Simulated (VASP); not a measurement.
# FeO (Wuestite) (Fm-3m) in VASP: a series of runs

The runs below take FeO (Wuestite) through relaxation of cell and atoms, with SCAN, optB88-vdW, vdW-DF-cx.

Program: VASP 6.6.1. These are calculated values, not measurements. Logs are shortened: lines on timing, memory, paths and dates and some standing lists are left out, and cuts for length are marked.

### Step 1. The crystal as given

Symmetry: Fm-3m, No. 225, cubic system. Conventional cell: a = 4.311 Å, b = 4.311 Å, c = 4.311 Å, α = 90.00°, β = 90.00°, γ = 90.00°. Fe (site symmetry m-3m) is surrounded by 6 O at 2.16 Å. Around O (site symmetry m-3m) lie 6 Fe at 2.16 Å.

### Step 2. Relaxation of cell and atoms, SCAN, collinear spin, ferromagnetic start

Input file INCAR:

```
SYSTEM = FeO
  PREC = Accurate
  ENCUT = 600
  EDIFF = 1E-6
  ISMEAR = -1
  SIGMA = 0.05
  LREAL = .False.
  LASPH = .True.
  NELM = 100
  ALGO = Normal
  ISIF = 3
  LWAVE = .False.
  LCHARG = .False.
  ISPIN = 2
  MAGMOM = 3 0
  LORBIT = 11
  LMAXMIX = 4
  METAGGA = SCAN
  LMIXTAU = .True.
  IBRION = 2
  NSW = 60
  EDIFFG = -0.02
```

Input file KPOINTS:

```
Automatic mesh
0
Gamma
  8 8 8
  0 0 0
```

Input file POSCAR:

```
FeO
1.0
    0.0000000000      2.1554000000      2.1554000000
    2.1554000000      0.0000000000      2.1554000000
    2.1554000000      2.1554000000      0.0000000000
Fe O
1 1
Direct
    0.0000000000      0.0000000000      0.0000000000
    0.5000000000      0.5000000000      0.5000000000
```

Potentials or basis: VASP PAW PBE potentials, release 64 (Fe, O).

Run with:

```
> cat potpaw_PBE.64/Fe/POTCAR potpaw_PBE.64/O/POTCAR > POTCAR
> mpirun -np 1 vasp_std > vasp.out
```

OUTCAR:

```text
SYSTEM = FeO
   PREC = Accurate
   ENCUT = 600
   EDIFF = 1E-6
   ISMEAR = -1
   LREAL = .False.
   LASPH = .True.
   NELM = 100
   ISIF = 3
   ISPIN = 2
   LORBIT = 11
   METAGGA = SCAN
   IBRION = 2
   NSW = 60
   EDIFFG = -0.02

 ion  position               nearest neighbor table
   1  0.000  0.000  0.000-   2 2.16   2 2.16   2 2.16   2 2.16   2 2.16   2 2.16
   2  0.500  0.500  0.500-   1 2.16   1 2.16   1 2.16   1 2.16   1 2.16   1 2.16

  LATTYP: Found a face centered cubic cell.
 ALAT       =     4.3108000000

  Lattice vectors:

 A1 = (   0.0000000000,   2.1554000000,   2.1554000000)
 A2 = (   2.1554000000,   0.0000000000,   2.1554000000)
 A3 = (   2.1554000000,   2.1554000000,   0.0000000000)

Analysis of symmetry for initial positions (statically):
=====================================================================
 Subroutine PRICEL returns:
 Original cell was already a primitive cell.

 Routine SETGRP: Setting up the symmetry group for a
 face centered cubic supercell.

 Subroutine GETGRP returns: Found 48 space group operations
 (whereof 48 operations were pure point group operations)
 out of a pool of 48 trial point group operations.

The static configuration has the point symmetry O_h .

Analysis of symmetry for dynamics (positions and initial velocities):
=====================================================================
 Subroutine PRICEL returns:
 Original cell was already a primitive cell.

 Routine SETGRP: Setting up the symmetry group for a
 face centered cubic supercell.

 Subroutine GETGRP returns: Found 48 space group operations
 (whereof 48 operations were pure point group operations)
 out of a pool of 48 trial point group operations.

The dynamic configuration has the point symmetry O_h .

Analysis of structural, dynamic, and magnetic symmetry:
=====================================================================
 Subroutine PRICEL returns:
 Original cell was already a primitive cell.

 Routine SETGRP: Setting up the symmetry group for a
 face centered cubic supercell.

 Subroutine GETGRP returns: Found 48 space group operations
 (whereof 48 operations were pure point group operations)
 out of a pool of 48 trial point group operations.

The overall configuration has the point symmetry O_h .

 Subroutine INISYM returns: Found 48 space group operations
 (whereof 48 operations are pure point group operations),
 and found     1 'primitive' translations

[... 123 lines left out ...]
   LEPSILON=     F    determine dielectric tensor
   LRPA    =     F    only Hartree local field effects (RPA)
 conjugate gradient relaxation of ions
 spin polarized calculation
  energy-cutoff  :      600.00
  volume of cell :       20.03
 maximum number of plane-waves:       692
   NGX = 13   NGY = 13   NGZ = 13

--------------------------------------- Ionic step        1  -------------------------------------------

 number of electron      13.9999999 magnetization       4.0035067

 Free energy of the ion-electron system (eV)
  ---------------------------------------------------
  ext. energy  EPLUGINS =         0.00000000
  ---------------------------------------------------
  free energy    TOTEN  =       -26.81781321 eV

  energy without entropy =      -26.80533017  energy(sigma->0) =      -26.81157169

------------------------ aborting loop because EDIFF is reached ----------------------------------------

  FORCE on cell =-STRESS in cart. coord.  units (eV):
  Direction    XX          YY          ZZ          XY          YZ          ZX
  --------------------------------------------------------------------------------------
  -------------------------------------------------------------------------------------
  Total       -1.0290631     -1.0290631     -1.0290631      0.0000000     -0.0000000     -0.0000000
  in kB      -82.3263682    -82.3263682    -82.3263682      0.0000000     -0.0000000     -0.0000000
  external PRESSURE =     -82.3263682 kB  Pullay stress =       0.0000000 kB
[... 95 lines left out ...]
--------------------------------------- Ionic step        4  -------------------------------------------

 number of electron      13.9999998 magnetization       4.0004175

 Free energy of the ion-electron system (eV)
  ---------------------------------------------------
  ext. energy  EPLUGINS =         0.00000000
  ---------------------------------------------------
  free energy    TOTEN  =       -26.83604432 eV

  energy without entropy =      -26.82421065  energy(sigma->0) =      -26.83012748

 E-fermi :   6.9744     XC(G=0): -13.0306

 val. band max:        6.9558318416   @ k =  -0.3750   0.2500   0.0000
 cond. band min:       7.0405689887   @ k =  -0.2500   0.2500   0.0000
 fundamental gap:      0.0847371470
 Fermi energy:         6.9744181665

 spin component 1

 k-point     1 :       0.0000    0.0000    0.0000
  band No.  band energies     occupation
      1     -15.7581      1.00000
      2       2.0450      1.00000
      3       2.0450      1.00000
      4       2.0452      1.00000
      5       2.1354      1.00000
      6       2.1360      1.00000
      7       2.2969      1.00000
      8       2.2969      1.00000
      9       2.2969      1.00000
     10       7.0808      0.10646
     11      22.8479      0.00000
     12      24.4061      0.00000
     13      24.4062      0.00000
[... 356 lines left out ...]
      2      -2.1245      1.00000
      3      -0.8410      1.00000
      4      -0.6448      1.00000
      5       2.6751      1.00000
      6       2.8687      1.00000
      7       3.3876      1.00000
      8       4.4257      1.00000
      9       5.2027      1.00000
     10      13.4093      0.00000
     11      15.3660      0.00000
     12      17.4739      0.00000
     13      20.5476      0.00000

 [... further k-points ...]

 spin component 2

 k-point     1 :       0.0000    0.0000    0.0000
  band No.  band energies     occupation
      1     -15.2250      1.00000
      2       2.9950      1.00000
      3       2.9950      1.00000
      4       2.9952      1.00000
      5       6.1422      1.00000
      6       6.1440      1.00000
      7       6.1440      1.00000
      8       7.4966      0.00003
      9       7.4971      0.00003
     10       8.1413      0.00000
     11      22.9451      0.00000
     12      25.5867      0.00000
     13      25.5881      0.00000
[... 397 lines left out ...]
  FREE ENERGIE OF THE ION-ELECTRON SYSTEM (eV)
  ---------------------------------------------------
  free  energy   TOTEN  =       -26.8360443183 eV

  energy  without entropy=      -26.8242106476  energy(sigma->0) =      -26.83012748

 reached required accuracy - stopping structural energy minimisation

 total charge

# of ion       s       p       d       tot
------------------------------------------
    1        0.298   0.392   6.098   6.788
    2        1.560   3.502   0.000   5.062
--------------------------------------------------
tot          1.858   3.894   6.098  11.850

 magnetization (x)

# of ion       s       p       d       tot
------------------------------------------
    1        0.029   0.018   3.630   3.678
    2        0.031   0.252   0.000   0.284
--------------------------------------------------
tot          0.061   0.271   3.630   3.962
```

CONTCAR:

```text
FeO
   1.00000000000000
    -0.0000000000000000    2.1267828147399794    2.1267828147399794
     2.1267828147399794   -0.0000000000000000    2.1267828147399794
     2.1267828147399794    2.1267828147399794   -0.0000000000000000
  Fe              O
     1     1
Direct
     0.0000000000000000    1.0000000000000000    1.0000000000000000
     0.5000000000000000    0.5000000000000000    0.5000000000000000

  0.00000000E+00  0.00000000E+00  0.00000000E+00
  0.00000000E+00  0.00000000E+00  0.00000000E+00
```

Wall time 2.5 min (1 thread of Intel Xeon Platinum 8259CL at 2.50GHz (Skylake/Cascade Lake), shared host); peak memory 0.17 GiB.

Results:

```yaml
Free_energy: -26.8360 eV
Relaxed_volume: 9.62 Å³/atom
Relaxed_cell: a = 3.008 Å, b = 3.008 Å, c = 3.008 Å, α = 60.00°, β = 60.00°, γ = 60.00°
Space_group_after_relaxing_to_0.05_Å: Fm-3m (No. 225)
Energy_gained_by_relaxing: 9.1 meV/atom
Ionic_steps: 4
Pressure_after_relaxing: -0.1 GPa
Band_gap_on_the_k_mesh: none (metal or under the smearing width)
Net_moment: 4.00 μB per cell
Site_moments: Fe +3.68; O +0.28 μB
Valence_electrons_inside_the_program's_atomic_spheres: Fe 6.79; O 5.06
```

Step by step:
```
step  energy change (eV)  largest force (eV/Å)  pressure (GPa)  volume (Å³)
   1              0.0000                0.0000           -8.23        20.03
   2              0.0017                0.0000            8.68        18.57
   3             -0.0183                0.0000           -0.97        19.32
   4             -0.0182                0.0000           -0.06        19.24
```

Final structure:
```xyz
2
Lattice="0.0000 2.1268 2.1268 2.1268 0.0000 2.1268 2.1268 2.1268 0.0000" Properties=species:S:1:pos:R:3 pbc="T T T"
Fe    4.2536    2.1268    2.1268
O     2.1268    2.1268    2.1268
```

Caveat: the PAW data sets were made with another functional, which shifts forces and pressure a little; a cell with one magnetic atom can't hold antiferromagnetic order, which such compounds often take; semilocal functionals often make such compounds metallic where correlation or magnetic order opens a gap, which also shifts bond lengths.

### Step 3. Relaxation of cell and atoms, optB88-vdW, collinear spin, ferromagnetic start

INCAR, as its differences from that of step 2:

```diff
@@ -9,3 +9,3 @@
   NELM = 100
-  ALGO = Normal
+  ALGO = Fast
   ISIF = 3
@@ -17,4 +17,7 @@
   LMAXMIX = 4
-  METAGGA = SCAN
-  LMIXTAU = .True.
+  GGA = BO
+  LUSE_VDW = .True.
+  AGGAC = 0.0
+  PARAM1 = 0.1833333333
+  PARAM2 = 0.22
   IBRION = 2
```

KPOINTS is that of step 2.

POSCAR is that of step 2.

Potentials or basis: VASP PAW PBE potentials, release 64 (Fe, O).

Run with:

```
> cat potpaw_PBE.64/Fe/POTCAR potpaw_PBE.64/O/POTCAR > POTCAR
> mpirun -np 1 vasp_std > vasp.out
```

Wall time 85 s (1 thread of Intel Xeon Platinum 8259CL at 2.50GHz (Skylake/Cascade Lake), shared host); peak memory 0.28 GiB.

It converged, with:

- Free energy: -10.8932 eV
- Relaxed volume: 9.90 Å³/atom
- Relaxed cell: a = 3.037 Å, b = 3.037 Å, c = 3.037 Å, α = 60.00°, β = 60.00°, γ = 60.00°
- Space group after relaxing (to 0.05 Å): Fm-3m (No. 225)
- Energy gained by relaxing: 0.7 meV/atom
- Ionic steps: 3
- Pressure after relaxing: -0.1 GPa
- Band gap on the k mesh: none (metal or under the smearing width)
- Net moment: 4.00 μB per cell
- Site moments: Fe +3.60; O +0.31 μB
- Valence electrons inside the program's atomic spheres: Fe 6.77; O 5.00

The path:
```
step  energy change (eV)  largest force (eV/Å)  pressure (GPa)  volume (Å³)
   1              0.0000                0.0000           -2.00        20.03
   2             -0.0008                0.0000            1.38        19.67
   3             -0.0014                0.0000           -0.07        19.80
```

Final structure:
```xyz
2
Lattice="0.0000 2.1474 2.1474 2.1474 0.0000 2.1474 2.1474 2.1474 0.0000" Properties=species:S:1:pos:R:3 pbc="T T T"
Fe    0.0000    0.0000    0.0000
O     2.1474    2.1474    2.1474
```

Levels at points of the mesh, in eV from the Fermi level:
Spin up:
```csv
k point,band 5,band 6,band 7,band 8,band 9,band 10,band 11,band 12,band 13
"(0.00, 0.00, 0.00)",-3.73,-3.73,-3.73,-3.49,-3.49,0.41,15.98,17.38,17.38
"(0.50, 0.00, 0.00)",-2.91,-2.91,-2.35,-0.18,-0.18,4.42,8.70,12.81,12.81
"(0.50, 0.50, 0.00)",-4.64,-3.10,-2.64,-2.64,-2.59,5.49,9.04,11.18,14.99
```
Spin down:
```
           k point  band 1  band 2  band 3  band 4  band 5  band 6  band 7  band 8  band 9  band 10
(0.00, 0.00, 0.00)  -20.09   -3.19   -3.19   -3.19   -0.75   -0.75   -0.75    0.17    0.17     1.22
(0.50, 0.00, 0.00)  -18.88   -7.92   -5.13   -5.13    0.37    0.37    0.59    2.81    2.81     4.95
(0.50, 0.50, 0.00)  -18.88   -6.77   -4.36   -4.36   -2.08    0.71    0.71    0.71    1.15     6.77
```

Caveat: the PAW data sets were made with another functional, which shifts forces and pressure a little; a cell with one magnetic atom can't hold antiferromagnetic order, which such compounds often take; semilocal functionals often make such compounds metallic where correlation or magnetic order opens a gap, which also shifts bond lengths.

### Step 4. Relaxation of cell and atoms, vdW-DF-cx, collinear spin, ferromagnetic start

INCAR, as its differences from that of step 3:

```diff
@@ -17,7 +17,5 @@
   LMAXMIX = 4
-  GGA = BO
+  GGA = CX
   LUSE_VDW = .True.
   AGGAC = 0.0
-  PARAM1 = 0.1833333333
-  PARAM2 = 0.22
   IBRION = 2
```

KPOINTS is that of step 3.

POSCAR is that of step 3.

Run with:

```
> cat potpaw_PBE.64/Fe/POTCAR potpaw_PBE.64/O/POTCAR > POTCAR
> mpirun -np 1 vasp_std > vasp.out
```

Wall time 94 s (1 thread of Intel Xeon Platinum 8259CL at 2.50GHz (Skylake/Cascade Lake), shared host); peak memory 0.29 GiB.

The run converged. Its results:

- Free energy: -11.2371 eV
- Relaxed volume: 9.66 Å³/atom
- Relaxed cell: a = 3.012 Å, b = 3.012 Å, c = 3.012 Å, α = 60.00°, β = 60.00°, γ = 60.00°
- Space group after relaxing (to 0.05 Å): Fm-3m (No. 225)
- Energy gained by relaxing: 7.6 meV/atom
- Ionic steps: 3
- Pressure after relaxing: 0.0 GPa
- Band gap on the k mesh: none (metal or under the smearing width)
- Net moment: 4.00 μB per cell
- Site moments: Fe +3.60; O +0.31 μB
- Valence electrons inside the program's atomic spheres: Fe 6.80; O 4.99

Step by step:
```csv
step,energy change (eV),largest force (eV/Å),pressure (GPa),volume (Å³)
1,0.0000,0.0000,-6.67,20.03
2,-0.0073,0.0000,5.25,18.84
3,-0.0153,0.0000,0.00,19.32
```

Final structure:
```
CELL_PARAMETERS angstrom
0.00000 2.12990 2.12990
2.12990 0.00000 2.12990
2.12990 2.12990 0.00000
ATOMIC_POSITIONS crystal
Fe 0.00000 0.00000 0.00000
O 0.50000 0.50000 0.50000
```

Levels at points of the mesh, in eV from the Fermi level:
Spin up:
| k point | band 5 | band 6 | band 7 | band 8 | band 9 | band 10 | band 11 | band 12 | band 13 |
| --- | --- | --- | --- | --- | --- | --- | --- | --- | --- |
| (0.00, 0.00, 0.00) | -3.86 | -3.86 | -3.86 | -3.58 | -3.58 | 0.32 | 15.57 | 17.30 | 17.30 |
| (0.50, 0.00, 0.00) | -2.98 | -2.98 | -2.41 | -0.16 | -0.16 | 4.18 | 8.81 | 12.77 | 12.77 |
| (0.50, 0.50, 0.00) | -4.85 | -3.17 | -2.69 | -2.69 | -2.60 | 5.53 | 8.97 | 10.95 | 15.10 |
Spin down:
```
           k point  band 3  band 4  band 5  band 6  band 7  band 8
(0.00, 0.00, 0.00)   -3.33   -3.33   -0.80   -0.80   -0.80    0.12
(0.50, 0.00, 0.00)   -5.35   -5.35    0.41    0.41    0.64    2.88
(0.50, 0.50, 0.00)   -4.55   -4.55   -2.26    0.69    0.77    0.77
```

Caveat: the PAW data sets were made with another functional, which shifts forces and pressure a little; a cell with one magnetic atom can't hold antiferromagnetic order, which such compounds often take; semilocal functionals often make such compounds metallic where correlation or magnetic order opens a gap, which also shifts bond lengths.

### Step 5. The reference run

An earlier run on the cell as given: functional PBE; potentials or basis VASP PAW PBE potentials, release 64 (Fe, O); cutoff 520 eV; k mesh 11 × 11 × 11; occupations fermi-dirac, width 0.05 eV; collinear spin, ferromagnetic start; starting moments [3.0, 0.0] μB.

* Pressure: -0.1 GPa
* Band gap on the k mesh: none (metal or under the smearing width)
* Net moment: 4.00 μB per cell
* Site moments: Fe +3.62; O +0.30 μB
* Valence electrons inside the program's atomic spheres: Fe 6.73; O 4.99

### Step 6. Summary

| task | level | cell | k mesh | cutoff (eV) | gap on the mesh (eV) | pressure (GPa) | moment (μB) | relaxed volume (Å³/atom) |
| --- | --- | --- | --- | --- | --- | --- | --- | --- |
| relaxation of cell and atoms | SCAN | relaxed | 8 × 8 × 8 | 600 | none | -0.1 | 4.00 | 9.62 |
| relaxation of cell and atoms | optB88-vdW | relaxed | 8 × 8 × 8 | 600 | none | -0.1 | 4.00 | 9.90 |
| relaxation of cell and atoms | vdW-DF-cx | relaxed | 8 × 8 × 8 | 600 | none | 0.0 | 4.00 | 9.66 |
| single point | PBE | as given | 11 × 11 × 11 | 520 | none | -0.1 | 4.00 | - |

Alike in all rows: potentials or basis VASP PAW PBE potentials, release 64 (Fe, O); spin collinear, ferromagnetic start; smearing fermi-dirac 0.05 eV.

Caveats: a cell with one magnetic atom can't hold antiferromagnetic order, which such compounds often take; semilocal functionals often make such compounds metallic where correlation or magnetic order opens a gap, which also shifts bond lengths; the PAW data sets were made with another functional, which shifts forces and pressure a little (some runs).

Total energies depend on the potentials used, so only differences within one code and one set of settings carry meaning.
